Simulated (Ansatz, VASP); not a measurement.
## AlN in VASP and in Ansatz

```
CELL_PARAMETERS angstrom
3.34098 0.00000 0.00000
-1.67049 2.89337 0.00000
0.00000 0.00000 4.22235
ATOMIC_POSITIONS crystal
Al 0.33333 0.66667 0.77291
Al 0.66667 0.33333 0.27291
N 0.33333 0.66667 0.20587
N 0.66667 0.33333 0.70587
```

Change from the starting cell: mode 4 frozen in at -0.185 Å, equal normal strain along x, y and z +0.0083.

Alike in both runs: task single point; functional PBE; k mesh 9 × 9 × 6; occupations gaussian, width 0.05 eV; no spin polarisation.

|  | VASP | Ansatz |
| --- | --- | --- |
| version | VASP 6.6.1 | Ansatz 0.2.0 |
| potentials or method | VASP PAW PBE potentials, release 64 (Al, N) | scalar-relativistic, plane waves, PAW |
| plane-wave cutoff (eV) | 520 | 520 |
| valence electrons in the cell | 16 | 16 |

Ansatz gave:

| Item | Value |
| --- | --- |
| gap on the k mesh at the Fermi level (eV) | 3.40 |
| least direct gap on the mesh (eV) | 3.40 |
| pressure (GPa) | 2.2 |
| largest component of the traceless stress (GPa) | 22.45 |
| rms of the force components (eV/Å) | 0.771 |

**Question.** Estimate VASP's values.

**Answer.** gap on the k mesh at the Fermi level (eV): 3.41; least direct gap on the mesh (eV): 3.41; pressure (GPa): 2.0; largest component of the traceless stress (GPa): 22.63; rms of the force components (eV/Å): 0.774.

Atom by atom the forces differ by 0.003 eV/Å (rms over components).

Caveats: forces of over 1 eV/Å show positions far from the minimum, so gaps and moduli don't describe the material at rest.
